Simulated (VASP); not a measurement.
Crystal: GaSb.

```
Sb Ga
1.0
     0.00000    3.05900    3.05900
     3.05900    0.00000    3.05900
     3.05900    3.05900    0.00000
Sb Ga
1 1
Direct
  0.75000 0.75000 0.75000
  0.00000 0.00000 0.00000
```

Base run:

```yaml
Program: VASP 6.6.1
Functional: PBE
Potentials_or_basis: VASP PAW PBE potentials, release 64 (Sb, Ga_d)
Cutoff: 520 eV
k_mesh: 8 × 8 × 8
Occupations: gaussian, width 0.012 eV
Spin: no spin polarisation
```

Its results: band gap on the k mesh 0.04 eV, direct; pressure 2.4 GPa.

Question: The run is repeated on the same cell with these changes: functional from PBE to r2SCAN; occupations from gaussian, width 0.012 eV to fermi-dirac, width 0.05 eV. What comes out?

Answer: Band gap on the k mesh 0.45 eV, direct; pressure 0.5 GPa.

Caveats: spin-orbit coupling is left out, which moves the levels of the heavy elements; the PAW data sets were made with another functional, which shifts forces and pressure a little (some runs).
